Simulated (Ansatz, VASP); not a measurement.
## Two plane-wave programs on PbSe

INCAR

```
PREC = Accurate ; ENCUT = 520
EDIFF = 1E-6 ; ISMEAR = 0
SIGMA = 0.03 ; LREAL = False
LASPH = True ; NELM = 100
ALGO = Normal ; ISIF = 2
LWAVE = False ; LCHARG = True
GGA = PE ; LELF = True
LVHAR = True ; NBANDS = 17
```

The input KPOINTS:

```
regular mesh
0
Gamma
  10 10 10
```

Contents of POSCAR:

```
PbSe
1.0
    0.0000000000      3.0162177500      3.0621500000
    3.1080822500      0.0000000000      3.0621500000
    3.1080822500      3.0162177500      0.0000000000
Pb Se
1 1
Direct
    0.0000000000      0.0000000000      0.0000000000
    0.5000000000      0.5000000000      0.5000000000
```

Input for Ansatz:

```yaml
crystal:
  lattice:
    - [0.0, 3.01621775, 3.06215]
    - [3.10808225, 0.0, 3.06215]
    - [3.10808225, 3.01621775, 0.0]
  atoms:
    - { symbol: Pb, position: [0.0, 0.0, 0.0] }
    - { symbol: Se, position: [0.5, 0.5, 0.5] }
basis:
  ecutwfc: 420
kpoints:
  mp_grid: { grid: [10, 10, 10] }
hamiltonian:
  xc: pbe
scf:
  occupations: { method: gaussian, width: 0.03 }
output:
  forces: true
  stress: true
  eigenvalues: true
```

Change from the starting cell: strain +0.0150 x Voigt [1, -1, 0, 0, 0, 0], atoms carried along.

Alike in both runs: task single point; functional PBE; k mesh 10 × 10 × 10; occupations gaussian, width 0.03 eV; no spin polarisation.

```csv
,VASP,Ansatz
version,VASP 6.6.1,Ansatz 0.2.0
potentials or method,"VASP PAW PBE potentials, release 64 (Pb_d, Se)","scalar-relativistic, plane waves, PAW"
plane-wave cutoff (eV),520,420
valence electrons in the cell,20,30
```

Ansatz gave:

* gap on the k mesh at the Fermi level (eV): 0.27
* least direct gap on the mesh (eV): 0.27
* pressure (GPa): 2.5
* largest component of the traceless stress (GPa): 1.98

**Question.** Estimate VASP's values.

**Answer.** gap on the k mesh at the Fermi level (eV): 0.28; least direct gap on the mesh (eV): 0.28; pressure (GPa): 2.4; largest component of the traceless stress (GPa): 1.98.

The two sets of potentials don't hold the same shells in valence.

Caveats: spin-orbit coupling is left out, which as a rule narrows the gap of such compounds by several tenths of an eV.
